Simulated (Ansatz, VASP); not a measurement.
# Bi2Te2Se in two plane-wave programs

One calculation is typed for both programs; each brings its own data sets and cutoff. How far apart do they land?

Method: plane waves, with VASP 6.6.1 beside it; single point at PBEsol, in Ansatz 0.2.0.

## (1) Set-up

The structure is trigonal, space group R-3m (No. 166). The conventional cell has a = 4.322 Å, b = 4.322 Å, c = 31.757 Å, α = 90.00°, β = 90.00°, γ = 120.00°. Bi has 3 Te at 3.05 Å and 3 Se at 3.11 Å nearest. Nearest to Te lie 3 Bi at 3.05 Å. Se has 6 Bi at 3.11 Å nearest. Farther neighbours and most contacts between anions are not listed.

As a file:

```xyz
5
Lattice="2.1610 1.2476 10.5856 -2.1610 1.2476 10.5856 0.0000 -2.4953 10.5856" Properties=species:S:1:pos:R:3 pbc="T T T"
Bi    0.0000    0.0000   12.4398
Bi    0.0000    0.0000   19.3169
Te    0.0000    0.0000   24.7831
Te    0.0000    0.0000    6.9736
Se    0.0000    0.0000    0.0000
```

## (2) VASP: single point, PBEsol

With cell and atoms fixed, the geometry can't cause a difference; cores, projectors, grids and the points listed under the comparison can.

Lines of VASP's logs that name or quote its potential files are left out, and so is its time.

File INCAR:

```
SYSTEM = Bi2Te2Se
PREC = Accurate
ENCUT = 400
EDIFF = 1E-05
NELM = 100
ISMEAR = 0
SIGMA = 0.05
LREAL = .FALSE.
ALGO = Normal
GGA = PS
NBANDS = 30
LORBIT = 11
LWAVE = .FALSE.
LCHARG = .FALSE.
KPAR = 4
```

File POSCAR:

```
Bi2Te2Se
1.0
    2.1609687617      1.2476358963     10.5855712543
   -2.1609687617      1.2476358963     10.5855712543
    0.0000000000     -2.4952717926     10.5855712543
Bi Te Se
2 2 1
Direct
    0.3917212400      0.3917212400      0.3917212400
    0.6082787600      0.6082787600      0.6082787600
    0.7804048700      0.7804048700      0.7804048700
    0.2195951300      0.2195951300      0.2195951300
    0.0000000000      0.0000000000      0.0000000000
```

File KPOINTS:

```
Automatic mesh
0
Gamma
6 6 6
0 0 0
```

Potentials, in the order of the species: Bi_d, Te and Se (PBE family, release 64).

Command:

```bash
> mpirun -np 4 vasp_std
```

Numbers of over 12 decimals in the logs are rounded to 6 here.

Output:

```text
[banner, memory and clock lines left out]
running    4 mpi-ranks, on    1 nodes
 distrk:  each k-point on    1 cores,    4 groups
 distr:  one band on    1 cores,    1 groups

 POSCAR found type information on POSCAR BiTeSe
 POSCAR found :  3 types and       5 ions
|                                                                             |
|               ----> ADVICE to this user running VASP <----                  |
|                                                                             |
|     You enforced a specific xc type in the INCAR file but a different       |
|     [... a line on the potential file left out ...]
|     I HOPE YOU KNOW WHAT YOU ARE DOING!                                     |
|                                                                             |

 LDA part: xc-table for (Slater+PW92), standard interpolation
 POSCAR, INCAR and KPOINTS ok, starting setup
 FFT: planning ... GRIDC
 FFT: planning ... GRID_SOFT
 FFT: planning ... GRID
 WAVECAR not read
 entering main loop
       N       E                     dE             d eps       ncg     rms          rms(c)
DAV:   1     0.395181563787E+03    0.39518E+03   -0.19503E+04  1928   0.130E+03
DAV:   2     0.217158380627E+02   -0.37347E+03   -0.35965E+03  2026   0.352E+02
DAV:   3    -0.196489627972E+02   -0.41365E+02   -0.39819E+02  2478   0.135E+02
DAV:   4    -0.212871542878E+02   -0.16382E+01   -0.16315E+01  2202   0.286E+01
DAV:   5    -0.213540314313E+02   -0.66877E-01   -0.66843E-01  2612   0.567E+00    0.633E+00
DAV:   6    -0.208959327211E+02    0.45810E+00   -0.67738E-01  2340   0.582E+00    0.464E+00
DAV:   7    -0.209010372515E+02   -0.51045E-02   -0.31713E-01  2508   0.232E+00    0.136E+00
DAV:   8    -0.208972669122E+02    0.37703E-02   -0.21105E-02  2164   0.111E+00    0.519E-01
DAV:   9    -0.208977458422E+02   -0.47893E-03   -0.64987E-03  2102   0.423E-01    0.882E-02
DAV:  10    -0.208976890792E+02    0.56763E-04   -0.32603E-04  2486   0.133E-01    0.416E-02
DAV:  11    -0.208977159932E+02   -0.26914E-04   -0.10444E-04  1838   0.535E-02    0.215E-02
DAV:  12    -0.208977205382E+02   -0.45451E-05   -0.13871E-05  1382   0.254E-02
   1 F= -.20897721E+02 E0= -.20897721E+02  d E =-.423998E-10
```

From OUTCAR (step 2):

```text
ion  position               nearest neighbor table
   1  0.392  0.392  0.392-   3 3.05   3 3.05   3 3.05   5 3.11   5 3.11   5 3.11
   2  0.608  0.608  0.608-   4 3.05   4 3.05   4 3.05   5 3.11   5 3.11   5 3.11
   3  0.780  0.780  0.780-   1 3.05   1 3.05   1 3.05
   4  0.220  0.220  0.220-   2 3.05   2 3.05   2 3.05
   5  0.000  0.000  0.000-   2 3.11   2 3.11   1 3.11   1 3.11   2 3.11   1 3.11

  LATTYP: Found a trigonal (rhomboedric) cell.
 ALAT       =    10.8756930859
 COS(alpha) =     0.9210389187

 Subroutine GETGRP returns: Found 12 space group operations
 (whereof 12 operations were pure point group operations)

The static configuration has the point symmetry D_3d.

 Found     32 irreducible k-points:

   k-points           NKPTS =     32   k-points in BZ     NKDIM =     32   number of bands    NBANDS=     30

   dimension x,y,z NGX =    72 NGY =   72 NGZ =   72
   dimension x,y,z NGXF=   144 NGYF=  144 NGZF=  144

   ENCUT  =  400.0 eV  29.40 Ry    5.42 a.u.  17.74 17.74 17.74*2*pi/ulx,y,z

   NELECT =      48.0000    total number of electrons

 k-points in reciprocal lattice and weights: Automatic mesh
   0.00000000  0.00000000  0.00000000       0.005
   0.16666667 -0.00000000  0.00000000       0.028
   0.33333333 -0.00000000 -0.00000000       0.028
   0.50000000 -0.00000000  0.00000000       0.014
   0.16666667  0.16666667  0.00000000       0.028
   0.33333333  0.16666667  0.00000000       0.056
   0.50000000  0.16666667  0.00000000       0.056
  -0.33333333  0.16666667  0.00000000       0.056
  -0.16666667  0.16666667  0.00000000       0.028
[...]
-0.33333333  0.50000000  0.33333333       0.028
   0.50000000  0.50000000  0.50000000       0.005

 average (electrostatic) potential at core
       1-106.0207       2-106.0207       3 -89.0224       4 -89.0224       5 -52.9239

 E-fermi :   4.8481

 k-point     1 :       0.0000    0.0000    0.0000
  band No.  band energies     occupation
    ...
     20       3.6403      2.00000
     21       3.6403      2.00000
     22       4.0445      2.00000
     23       4.0445      2.00000
     24       4.6485      2.00000
     25       5.0443      0.00000
     26       6.0272      0.00000
     27       6.0272      0.00000
     28       6.8201      0.00000
     29       7.2001      0.00000
    ...

 k-point     2 :       0.1667   -0.0000    0.0000
  band No.  band energies     occupation
    ...
     20       3.3811      2.00000
     21       3.7030      2.00000
     22       3.8114      2.00000
     23       3.9219      2.00000
     24       4.1705      2.00000
     25       5.9809      0.00000
     26       6.5846      0.00000
     27       6.5956      0.00000
     28       7.0520      0.00000
     29       7.3828      0.00000
    ...

 k-point     3 :       0.3333   -0.0000   -0.0000
  band No.  band energies     occupation
    ...
     20       2.6100      2.00000
     21       2.7357      2.00000
     22       3.5991      2.00000
     23       3.8858      2.00000
     24       4.1323      2.00000
     25       5.7910      0.00000
     26       6.7263      0.00000
     27       7.0241      0.00000
     28       7.6417      0.00000
     29       8.1475      0.00000
    ...

  Total       -1.5869234     -1.5869234     -1.5964126      0.0000000      0.0000000      0.0000000
  in kB      -14.8478871    -14.8478871    -14.9366713      0.0000000      0.0000000      0.0000000
  external PRESSURE =     -14.8774818 kB  Pullay stress =       0.0000000 kB

  energy-cutoff  :      400.00
  volume of cell :      171.24
      direct lattice vectors                 reciprocal lattice vectors
     2.160968762  1.247635896 10.585571254     0.231377708  0.133585982  0.031489404
    -2.160968762  1.247635896 10.585571254    -0.231377708  0.133585982  0.031489404
     0.000000000 -2.495271793 10.585571254     0.000000000 -0.267171964  0.031489404

 POSITION                                       TOTAL-FORCE (eV/Angst)
 -----------------------------------------------------------------------------------
      0.00000      0.00000     12.43978         0.000000      0.000000     -0.069392
      0.00000      0.00000     19.31693         0.000000     -0.000000      0.069392
      0.00000      0.00000     24.78309         0.000000      0.000000     -0.007269
      0.00000      0.00000      6.97362         0.000000      0.000000      0.007269
      0.00000      0.00000      0.00000         0.000000      0.000000      0.000000
 -----------------------------------------------------------------------------------
    total drift:                               -0.000000     -0.000000     -0.000000

  FREE ENERGIE OF THE ION-ELECTRON SYSTEM (eV)
  ---------------------------------------------------
  free  energy   TOTEN  =       -20.8977205382 eV

  energy  without entropy=      -20.8977205382  energy(sigma->0) =      -20.89772054

 total charge
# of ion       s       p       d       tot
------------------------------------------
    1        1.599   1.099   9.950  12.648
    2        1.599   1.099   9.950  12.648
    3        1.400   1.919   0.020   3.339
    4        1.400   1.919   0.020   3.339
    5        1.478   2.284   0.019   3.781
--------------------------------------------------
tot          7.474   8.320  19.961  35.755

[... 3 further parts left out ...]
```

The run ends at a pressure of -1.49 GPa, with forces up to 0.069 eV/Å.

## (3) Ansatz: single point, PBEsol

Ansatz runs on its default PAW (the set named soft_2) files.

The same cell, functional, mesh and smearing now go to Ansatz, which takes its cutoff from its data sets.

File input.yaml:

```yaml
crystal:
  lattice:
    - [2.1609687617, 1.2476358963, 10.5855712543]
    - [-2.1609687617, 1.2476358963, 10.5855712543]
    - [0.0, -2.4952717926, 10.5855712543]
  atoms:
    - { symbol: Bi, position: [0.39172124, 0.39172124, 0.39172124] }
    - { symbol: Bi, position: [0.60827876, 0.60827876, 0.60827876] }
    - { symbol: Te, position: [0.78040487, 0.78040487, 0.78040487] }
    - { symbol: Te, position: [0.21959513, 0.21959513, 0.21959513] }
    - { symbol: Se, position: [0.0, 0.0, 0.0] }
hamiltonian:
  xc: pbesol
  pseudopotentials: { kind: paw }
kpoints:
  mp_grid: { grid: [6, 6, 6] }
scf:
  occupations: { method: gaussian, width: 0.05 }
  n_extra_bands: 5
output:
  forces: true
  stress: true
  eigenvalues: true
```

Command:

```bash
> ansatz run input.yaml --threads 2 --pin off --max-ram 4608MiB --backend cpu --events-out ev --progress --plain --runs-dir out
```

Output:

```text
basis.fft_grid_basis auto: the FFT boxes are laid along the combinations [[1, 0, -1], [0, 1, -1], [0, 0, 1]] of the cell's own vectors, 4.322, 4.322 and 10.876 Å long. The dense box has 30×30×75 points. Along the cell's own vectors, as sized, it would have 75×75×75, 6.25 times as many. Of the 12 symmetry operations that the crystal satisfies within crystal.symmetry.tolerance (time reversal apart; of a slab, those tha [...]
scf.n_extra_bands = 5 over 39 filled bands (N_el = 78.0): the run solves 44 bands
Engine: ansatz 0.2.0, aarch64-unknown-linux-gnu
Pseudopotentials: kind: paw
Pseudopotential: Bi, paw, valence charge 15, recommended cutoff 420 eV (normal), Bi.paw.azcp
Pseudopotential: Te, paw, valence charge 16, recommended cutoff 420 eV (normal), Te.paw.azcp
Pseudopotential: Se, paw, valence charge 16, recommended cutoff 420 eV (normal), Se.paw.azcp
Functional definition: PBEsol
  exchange = pbesol_x
  correlation = pbesol_c
Crystal: 5 atoms, lattice volume = 171.239 Å³
Basis set: ecut = 420 eV, 3335 PW (Γ), FFT grids on a1−a3, a2−a3, a3, exchange–correlation on 60×60×150 points (8 copies of the dense FFT grid, shifted against one another)
Bands: 44, of which v1, the nominal top of the filled ones, is band 39 counted from 1 (38 counted from 0)
Symmetry: 12 space group operations
Space group: R-3m (ITA 166), of the structure as read, at distance tolerance 5.6e-5 Å
k-points: 32 of 216
Non-local potential: Bi, projectors of the file, l = 0: 2, l = 1: 2, l = 2: 2, l = 3: 2
Non-local potential: Te, projectors of the file, l = 0: 2, l = 1: 2, l = 2: 2, l = 3: 2
Non-local potential: Se, projectors of the file, l = 0: 2, l = 1: 2, l = 2: 3, l = 3: 1
PAW form: soft (Blöchl's): semilocal exchange-correlation on the pseudo side does not see the compensation charge
PAW frozen core: Bi, regenerated for the run's functional, and the local potential with it (the file was generated under x = pbe(κ = 0.804, μ = 0.219515), c = pbe(β = 0.066725))
PAW frozen core: Te, regenerated for the run's functional, and the local potential with it (the file was generated under x = pbe(κ = 0.804, μ = 0.219515), c = pbe(β = 0.066725))
PAW frozen core: Se, regenerated for the run's functional, and the local potential with it (the file was generated under x = pbe(κ = 0.804, μ = 0.219515), c = pbe(β = 0.066725))
PAW one-centre angular grid: Bi, 590 points (default); XC on 64 Gauss nodes
PAW one-centre angular grid: Te, 590 points (default); XC on 64 Gauss nodes
PAW one-centre angular grid: Se, 590 points (default); XC on 64 Gauss nodes
Initial density: superposition of atomic densities (neutral atoms: chi_scale 0, normalization atom), corrected by the library's trained network
Initial wavefunctions: pseudopotential atomic-orbital guess
Functional: x = pbesol(κ = 0.804, μ = 0.123457), c = pbesol(β = 0.046)
SCF iter   1: F=—  HF=-43712.636924 eV  |F-HF|=—  |Δ(HF+E_count)|=         —  Δρ=2.21e-3  dr2=2.23e-2  ethr=1.77e-3  ⟨swp⟩=7.7  Hψ=5546  notcnv=0
preconditioner: auto → Resta (q_TF=auto, 2.393 Å⁻¹)  ε∞=4.8  [insulator: Δε(μ)=0.381 eV  Ē_g=7.711 eV  σ=0.050 eV  W_gap=1.00  n_scr=44 (ndim 8)  ℏωp=15.0 eV  f_vac=0.050  D(μ)=0.00/eV (n_scr^D=0)  ε∞_Penn≈4.8]
SCF iter   2: F=—  HF=-43712.629586 eV  |F-HF|=—  |Δ(HF+E_count)|=   7.34e-3  Δρ=1.04e-3  dr2=2.30e-3  ethr=2.86e-5  ⟨swp⟩=2.0  Hψ=2439  notcnv=0  defer=8
SCF iter   3: F=—  HF=-43712.629406 eV  |F-HF|=—  |Δ(HF+E_count)|=   1.80e-4  Δρ=4.82e-4  dr2=5.74e-4  ethr=2.95e-6  ⟨swp⟩=2.6  Hψ=2150  notcnv=0  defer=8
SCF iter   4: F=—  HF=-43712.629486 eV  |F-HF|=—  |Δ(HF+E_count)|=   7.95e-5  Δρ=1.78e-4  dr2=1.15e-4  ethr=7.36e-7  ⟨swp⟩=2.0  Hψ=2625  notcnv=0  defer=8
SCF iter   5: F=—  HF=-43712.629503 eV  |F-HF|=—  |Δ(HF+E_count)|=   1.74e-5  Δρ=7.51e-5  dr2=1.75e-5  ethr=1.47e-7  ⟨swp⟩=2.0  Hψ=2624  notcnv=0  defer=8
SCF iter   6: F=—  HF=-43712.629410 eV  |F-HF|=—  |Δ(HF+E_count)|=   9.32e-5  Δρ=1.99e-5  dr2=1.20e-6  ethr=2.24e-8  ⟨swp⟩=2.0  Hψ=1677  notcnv=0  defer=8
SCF iter   7: F=-43712.629411 eV  HF=-43712.629411 eV  |F-HF|=1.10e-7  |Δ(HF+E_count)|=   1.35e-6  Δρ=5.82e-6  dr2=9.40e-8  ethr=1.28e-10  ⟨swp⟩=9.1  Hψ=7512  notcnv=0
SCF 1 converged in 7 iterations: F = -43712.629411 eV  dr2 = 9.40e-8
  greatest PAW one-centre occupation: 1.000 electrons in one spin orbital (limit 2), on the Se atom at site 4 (counted from 0), in its partial waves of l = 2
SCF converged after 7 iterations
Free energy (F): -43712.629411 eV
Harris-Foulkes:  -43712.629411 eV  (|F-HF|=1.10e-7)
Internal energy: -43712.629411 eV  (E = F + TS)
E sigma→0 (E₀):  -43712.629411 eV
Fermi energy:    8.026992 eV
--- Per-component energies (eV) ---
  E_band       = -1185.014533
  E_kinetic    = 1081.200283
  E_local      = -9053.722872  (includes V_loc(G=0)·N_el)
  E_nonlocal   = -81.590653
  E_hartree    = 4290.088944
  E_xc         = -650.443068
  E_vxc        = -594.112181  (∫ρ·V_xc dr)
  E_paw        = -32055.552370  (= ΣΔE_a)
  E_vpaw       = -1116.965892  (= ΣTr[D̂ρ^β])
  E_aug_tail   = -0.001872  (compensation charges beyond the density's cutoff)
  E_ewald      = -7244.545389
  E_core_change = 1.937585  (= ΣΔE_core)
  E_smearing   = -0.000000  (= −TS)
  E_closure    = -0.000000  (closes the sum)
  Σ components = -43712.629411   (vs F -43712.629411, Δ=0.00e0)
--- Forces (eV/Å), atoms counted from 1 ---
  atom   1  Bi     0.00000000     0.00000000    -0.05755999
  atom   2  Bi     0.00000000    -0.00000000     0.05755999
  atom   3  Te     0.00000000     0.00000000    -0.02824922
  atom   4  Te     0.00000000    -0.00000000     0.02824922
  atom   5  Se    -0.00000000     0.00000000     0.00000000
  max |Σ_I F_I| component: 3.47e-18 eV/Å
--- Stress (GPa, compression-positive) ---
       -1.475747       0.000000       0.000000
        0.000000      -1.475747      -0.000000
        0.000000       0.000000      -1.503299
  P = ⅓ Tr σ = -1.4849 GPa (-14.849 kbar)
--- Band table (eV; the first three rows and the last of 32) ---
  k-point 0: bands = [... 35 lower, 6.8194, 7.2218, 7.2218, 7.8231, 8.2308, 9.2051, 9.2051, 10.0048, ... 1 higher]
  k-point 1: bands = [... 35 lower, 6.8758, 6.9839, 7.0976, 7.3454, 9.1630, 9.7611, 9.7799, 10.2348, ... 1 higher]
  k-point 2: bands = [... 35 lower, 5.9165, 6.7701, 7.0617, 7.3087, 8.9740, 9.9009, 10.2022, 10.8250, ... 1 higher]
  k-point 31: bands = [... 35 lower, 6.8986, 7.1136, 7.1136, 7.2905, 8.6345, 9.3638, 9.3638, 9.9078, ... 1 higher]
```

Run time: 7.8 s. Hardware: 2 threads of Arm Neoverse V1, shared host; peak memory 0.55 GiB.

In the SCF lines HF is the Harris–Foulkes energy and dr2 the Hartree energy of the density residual, in eV; the loop may stop once dr2 is under the threshold and the program's other checks hold. Hψ counts applications of the Hamiltonian.

The run ends at a pressure of -1.48 GPa, with forces up to 0.058 eV/Å.

## (4) Comparison

Known differences besides the potentials themselves: the data sets hold 78 valence electrons in Ansatz (default PAW (the set named soft_2) files) and 48 in VASP; the cutoff is 420 eV in Ansatz and 400 eV in VASP; Ansatz makes its cores anew for this functional, VASP keeps those of its PBE data sets; VASP leaves aspherical gradient terms in its spheres out (LASPH is not set), Ansatz keeps them. Total energies have different zeros and are not compared.

Both answers:

```
              quantity  Ansatz   VASP  difference
        pressure (GPa)   -1.48  -1.49        0.00
gap on the k mesh (eV)   0.408  0.396      +0.012
```

Forces (eV/Å; atoms numbered as in POSCAR):

| atom | Ansatz x, y, z | VASP x, y, z |
| --- | --- | --- |
| Bi1 | 0.000, 0.000, -0.058 | 0.000, 0.000, -0.069 |
| Bi2 | 0.000, 0.000, 0.058 | 0.000, 0.000, 0.069 |
| Te3 | 0.000, 0.000, -0.028 | 0.000, 0.000, -0.007 |
| Te4 | 0.000, 0.000, 0.028 | 0.000, 0.000, 0.007 |
| Se5 | 0.000, 0.000, 0.000 | 0.000, 0.000, 0.000 |

The forces differ by 8.8 meV/Å r.m.s., which is 34.5 % of the r.m.s. force of 0.03 eV/Å (both taken over all components). A gap on the mesh is an upper bound, since the band edges may lie between its points; neither run holds spin-orbit coupling, which can move the band edges of a compound of Bi. Ansatz's pressure holds a Pulay correction of 0.02 GPa; VASP's holds none.

## (5) What came out

* difference in gap on the k mesh (single point, PBEsol): 0.012 eV
* r.m.s. force difference (single point, PBEsol): 8.8 meV/Å

In words: The r.m.s. force difference is 8.8 meV/Å (single point, PBEsol), within the 12 meV/Å picked in this series as the mark of a large difference. 1 further run of this series is not shown here. Such differences can come from data sets, numerical settings and the points named under the comparisons, not from the functional's error against experiment.

[Lines on the potential files, build, host, timing and source positions are cut from VASP's logs without a mark.]

[Logs are printed without paths, hosts, clocks, repeated set-up lines and the standing remarks that a program may print on its own settings, such as how far it seeks lower states.]

[Hosts, paths, dates, database ids (printed as entryN), source tags and the programs' standing remarks are cut or masked in the printed files.]
